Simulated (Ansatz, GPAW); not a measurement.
# A C7 chain between two Pd chains: relaxation, then transmission at several levels, part 4 of 4

How well does a C7 chain between two Pd chains conduct once its atoms have relaxed, and how much do cheaper levels lose?

GPAW 26.7.0 and Ansatz 0.2.0; Ansatz plane waves; relaxation of the junction with the lead ends held (the session's first sound run).

So far, transmission at the Fermi level (one spin): step 3 (plane-wave reference (PBE)) 0.109; step 5 (GPAW, szp: basis = "szp(dzp)", PBE, GPAW) 0.0428; step 6 (GPAW, sz: basis = "sz(dzp)", PBE, GPAW) 0.0591; step 7 (revPBE in the dzp basis: xc = "revPBE") 0.0845; step 8 (without the relaxation: geometry = "as built", PBE, GPAW) 0.343.

## (11) Basis sz(dzp), k-points along the lead 40

A smaller basis is cheaper in every inversion. The lead's own mesh along the current sets its density and potential; where the lead is aligned to the junction's end layer, a rigid shift drops out.

This step: GPAW LCAO, PAW setups; Landauer transmission from Green's functions with principal layers (ASE), zero bias (GPAW 26.7.0).

File run.py:

```python
import json
import numpy as np
from ase import Atoms
from ase.transport.calculators import TransportCalculator
from gpaw import GPAW, FermiDirac
from gpaw.lcao.tools import get_lcao_hamiltonian
from scipy.linalg import eigh

# The junction with lead layers at both ends, along the third cell vector
device = Atoms(
    ['Pd', 'Pd', 'Pd', 'Pd', 'Pd', 'Pd', 'Pd', 'Pd', 'C', 'C', 'C', 'C', 'C', 'C', 'C', 'Pd', 'Pd', 'Pd', 'Pd', 'Pd', 'Pd', 'Pd', 'Pd'],
    positions=[
        [4.50000, 4.50000, 1.25000],
        [4.50000, 4.50000, 3.75000],
        [4.50000, 4.50000, 6.25000],
        [4.50000, 4.50000, 8.75000],
        [4.50000, 4.50000, 11.25000],
        [4.50000, 4.50000, 13.75000],
        [4.93494, 4.46591, 16.30608],
        [3.96096, 4.50576, 18.75155],
        [4.31580, 4.49317, 20.57535],
        [4.41992, 4.49613, 21.86097],
        [4.46509, 4.50324, 23.15988],
        [4.49632, 4.51897, 24.44696],
        [4.52078, 4.54074, 25.73395],
        [4.54723, 4.58095, 27.03298],
        [4.59525, 4.66838, 28.31874],
        [4.74317, 4.96916, 30.14844],
        [4.33220, 4.13411, 32.61116],
        [4.50000, 4.50000, 35.17700],
        [4.50000, 4.50000, 37.67700],
        [4.50000, 4.50000, 40.17700],
        [4.50000, 4.50000, 42.67700],
        [4.50000, 4.50000, 45.17700],
        [4.50000, 4.50000, 47.67700]],
    cell=[[9.0, 0.0, 0.0], [0.0, 9.0, 0.0], [0.0, 0.0, 48.927]],
    pbc=True)

# One principal layer of the lead: the first 5 atoms of the device
lead = Atoms(
    ['Pd', 'Pd', 'Pd', 'Pd', 'Pd'],
    positions=[
        [4.50000, 4.50000, 1.25000],
        [4.50000, 4.50000, 3.75000],
        [4.50000, 4.50000, 6.25000],
        [4.50000, 4.50000, 8.75000],
        [4.50000, 4.50000, 11.25000]],
    cell=[[9.0, 0.0, 0.0], [0.0, 9.0, 0.0], [0.0, 0.0, 12.5]],
    pbc=True)

settings = dict(mode='lcao', basis='sz(dzp)', xc='PBE', h=0.2,
                occupations=FermiDirac(0.1), maxiter=250,
                mixer=dict(beta=0.1, nmaxold=8, weight=100.0),
                convergence=dict(density=0.0001))
energies = np.arange(-2, 2 + 1e-9, 0.025)
eta = 0.0001
n1, n2 = 1, 1
# k and -k transmit alike, so half of the mesh across the current serves
mesh = [(i, j) for i in range(n1) for j in range(n2) if (i, j) <= (-i % n1, -j % n2)]
weights = np.array([1 if (i, j) == (-i % n1, -j % n2) else 2 for i, j in mesh]) / (n1 * n2)

# [... helper functions left out ...]
fermi_lead = ground_state(lead, (1, 1, 40), 'lead.txt')
fermi_device = ground_state(device, (1, 1, 2), 'device.txt')
# [... loop over the mesh left out, but for ...]
        # Shift the lead onto the potential of the device's first layer
        shift = ((H[:, 0, 0] - H0[:, 0, 0]) / S0[0, 0]).real.mean()
# [...]
kT = 8.617333e-5 * 300
bias = [0.1, 0.2, 0.5, 1.0, 1.5, 2.0]
# [... integrals and printing left out ...]
```

Command:

```console
$ OMP_NUM_THREADS=1 OPENBLAS_NUM_THREADS=1 python run.py
```

Output:

```text
basis functions: device 220, principal layer 60
Fermi level: lead -4.1978 eV, device -4.6452 eV; lead shifted by -0.0004 eV
largest coupling past the next layer 1.09e-04 eV, largest misfit of the first layer 0.040 eV
  E-E_F (eV)   T (one spin)  [channel counts left out]
    -2.000    7.9416e-01
    -1.975    8.6452e-01
    -1.950    9.3946e-01
    -1.925    1.0172e+00
    -1.900    1.1027e+00
    -1.875    1.1900e+00
    -1.850    1.2795e+00
    -1.825    1.3691e+00
    -1.800    1.4561e+00
    -1.775    1.5369e+00
    -1.750    1.6084e+00
    -1.725    1.6683e+00
    -1.700    1.7159e+00
    -1.675    1.7520e+00
    -1.650    1.7789e+00
    -1.625    1.7991e+00
[...]
1.825    3.9022e-05
     1.850    3.6905e-05
     1.875    3.4883e-05
     1.900    3.2950e-05
     1.925    3.1099e-05
     1.950    2.9326e-05
     1.975    2.7625e-05
     2.000    2.5992e-05
conductance at 300 K: 0.052089 G0 a cell; thermopower 77.72 uV/K
current from the zero-bias T(E) at 0.1 V: 0.39515 uA
current from the zero-bias T(E) at 0.2 V: 0.76856 uA
current from the zero-bias T(E) at 0.5 V: 2.0938 uA
current from the zero-bias T(E) at 1.0 V: 4.8941 uA
current from the zero-bias T(E) at 1.5 V: 11.43 uA
current from the zero-bias T(E) at 2.0 V: 20.71 uA
```

Elapsed: 4.5 min, on 1 thread of Arm Neoverse V1, shared host; peak memory 1.7 GiB.

This step gave:

```yaml
conductance: 0.05209 G₀
largest_coupling_past_the_next_principal_layer: 1.09e-4 eV
largest_misfit_of_the_first_principal_layer: 0.04004 eV
shift_that_aligns_the_lead: -3.64e-4 eV
basis_functions_of_the_junction: 220
basis_functions_of_a_principal_layer: 60
transmission_at_the_fermi_level_one_spin: 0.05907
```

One spin. Transmission, zone mean against energy, zero at the Fermi level:

energy (eV), transmission, zone mean and a bar:
```
   -2.000       0.79 ############
   -1.900       1.10 #################
   -1.800       1.46 #######################
   -1.700       1.72 ###########################
   -1.600       1.82 ############################
   -1.500       1.88 #############################
   -1.400       1.94 ##############################
   -1.375       1.94 ##############################
   -1.300       1.81 ############################
   -1.200       0.82 #############
   -1.100       0.03 
   -1.000       0.17 ###
   -0.900       0.50 ########
   -0.825       0.67 ##########
   -0.800       0.67 ##########
   -0.700       0.35 #####
   -0.600       0.22 ###
   -0.575       1.07 #################
   -0.500       0.13 ##
   -0.400       0.11 ##
   -0.300       0.12 ##
   -0.200       0.11 ##
   -0.100       0.09 #
    0.000       0.06 #
    0.100       0.00 
    0.200       0.00 
    0.300       0.25 ####
    0.400       0.01 
    0.500       0.00 
    0.600       0.00 
    0.700       0.00 
    0.800       0.00 
    0.900       0.00 
    1.000       0.00 
    1.100       0.00 
    1.200       0.00 
    1.300       0.00 
    1.400       0.00 
    1.500       0.00 
    1.600       0.00 
    1.700       0.00 
    1.800       0.00 
    1.900       0.00 
    2.000       0.00
```

Not self-consistent under bias; the bias window is split evenly. The current through one cell, from the zero-bias transmission by bias:

```tsv
bias (V)	current through one cell, from the zero-bias transmission (μA)
0.100	0.395
0.200	0.769
0.500	2.09
1.000	4.89
1.500	11.4
2.000	20.7
```

Transmission of the three most open eigenchannels against energy, zero at the Fermi level:

```tsv
energy (eV)	channel 1	channel 2	channel 3
-2.000	0.610	0.184	1.5e-9
-1.800	0.880	0.576	1.2e-8
-1.600	0.916	0.899	7.6e-8
-1.400	0.973	0.963	2.2e-7
-1.200	0.669	0.149	1.8e-8
-1.000	0.103	0.0693	6.7e-7
-0.800	0.386	0.279	3.0e-7
-0.600	0.122	0.103	2.1e-6
-0.400	0.0711	0.0360	2.5e-6
-0.200	0.0680	0.0379	6.3e-5
0.000	0.0351	0.0240	1.1e-6
0.200	0.00447	0	0
0.400	0.0119	0	0
0.600	0.00155	0	0
0.800	5.8e-4	0	0
1.000	2.9e-4	0	0
1.200	1.6e-4	0	0
1.400	1.0e-4	0	0
1.600	6.4e-5	0	0
```

The conductance, 0.0521 G₀, lies 42 % below that of the dzp run.

## (12) Outcome

```yaml
conductance: 0.0904 G₀
transmission_at_the_fermi_level_mean_of_the_spins: 0.0940
```

In words: In the dzp basis the junction conducts 0.0904 G₀ at 300 K, with T = 0.0940 a spin at the Fermi level; no smaller basis tried comes within 10 % of that conductance. Relaxation moved atoms by up to 0.54 Å and took the conductance from 0.325 to 0.0904 G₀, as a ratio a larger change than the step from dzp to the minimal basis. Plane waves (PBE) give T = 0.109 there. At the Fermi level two eigenchannels carry the current (0.056 and 0.038). Measured against the first run (pw-pbe), the nearest curve is that of dzp-revPBE (r.m.s. 0.24) and the farthest that of asbuilt (0.37). Over the compared runs wall time goes from 210 s (pw-pbe) to 520 s (asbuilt), on a shared host; the plane-wave run used 4 threads and the orbital runs 1. The leads kept an estimated spacing and the cell its length, so the junction may be under some tension or compression. The run had no spin polarisation, so a magnetic state, which chains and small molecules with open shells often have, wasn't tested. An evenly spaced straight chain is an idealisation: free chains tend to dimerise, zigzag or, where a band edge lies near the Fermi level, turn magnetic. The currents use the zero-bias T(E) throughout, which holds only while the bias is small against the distance to the nearest feature. Within about eight thermal energies of the Fermi level ln T(E) bends sharply from one computed energy to the next, or the lead's channel count changes, so the thermal averages, above all the thermopower, rest on an interpolation that may be rough.

[Logs are printed without paths, hosts, clocks, repeated set-up lines and the standing remarks that a program may print on its own settings, such as how far it seeks lower states.]

[Hosts, paths, dates, database ids (printed as entryN), source tags and the programs' standing remarks are cut or masked in the printed files.]
